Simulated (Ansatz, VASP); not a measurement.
**PtS2: VASP beside Ansatz**

File POSCAR:

```
PtS2
1.0
    0.0000000000      2.9757935506      2.9757935506
    2.9757935506      0.0000000000      2.9757935506
    2.9757935506      2.9757935506      0.0000000000
Pt S
1 2
Direct
    0.0000000000      0.0000000000      0.0000000000
    0.2500000000      0.2500000000      0.2500000000
    0.7500000000      0.7500000000      0.7500000000
```

The input INCAR.step1:

```
SYSTEM = PtS2
  PREC = Accurate
  ENCUT = 520
  EDIFF = 1E-5
  ISMEAR = -1
  SIGMA = 0.02
  LREAL = .False.
  LASPH = .True.
  NELM = 60
  ALGO = Normal
  ISIF = 2
  LWAVE = .True.
  LCHARG = .False.
  GGA = PE
  NBANDS = 18
```

INCAR.step2

```
SYSTEM = PtS2
  PREC = Accurate
  ENCUT = 520
  EDIFF = 1E-7
  ISMEAR = -1
  SIGMA = 0.02
  LREAL = .False.
  LASPH = .True.
  NELM = 60
  ALGO = Normal
  ISIF = 2
  LWAVE = .False.
  LCHARG = .False.
  GGA = PE
  LHFCALC = .True.
  HFSCREEN = 0.2079
  PRECFOCK = Normal
  ISTART = 1
  NBANDS = 18
```

KPOINTS

```
regular mesh
0
Gamma
  4 4 4
  0 0 0
```

Input for Ansatz:

```yaml
crystal:
  lattice:
    - [0.0, 2.9757935506, 2.9757935506]
    - [2.9757935506, 0.0, 2.9757935506]
    - [2.9757935506, 2.9757935506, 0.0]
  atoms:
    - { symbol: Pt, position: [0.0, 0.0, 0.0] }
    - { symbol: S, position: [0.25, 0.25, 0.25] }
    - { symbol: S, position: [0.75, 0.75, 0.75] }
kpoints:
  mp_grid: { grid: [4, 4, 4] }
hamiltonian:
  xc: hse06
scf:
  occupations: { method: fermi_dirac, width: 0.02 }
  n_extra_bands: 4
output:
  forces: true
  stress: true
  eigenvalues: true
  write_density: true
  write_potential: true
  elf: true
  volumetric_format: npy
```

The cell was built by a generator and needn't be a form met in nature.

Alike in both runs: task single point; functional HSE06; k mesh 4 × 4 × 4; occupations fermi-dirac, width 0.02 eV; no spin polarisation.

```csv
,VASP,Ansatz
version,VASP 6.6.1,Ansatz 0.2.0
potentials or method,"VASP PAW PBE potentials, release 64 (Pt, S)","plane waves, PAW"
plane-wave cutoff (eV),520,420
valence electrons in the cell,22,30
```

```csv
,VASP,Ansatz,Ansatz less VASP
pressure (GPa),-3.1,-2.9,+0.24
```

The two sets of potentials don't hold the same shells in valence. Ansatz warned: «filled_band_counts_differ_across_k_points».

Caveats: the k mesh is coarse (spacing up to 0.46 Å⁻¹), so the values aren't converged, least of all with exact exchange; the PAW data sets were made with another functional, which shifts forces and pressure a little (VASP). Spin-orbit coupling is left out, which matters for the levels of Pt.
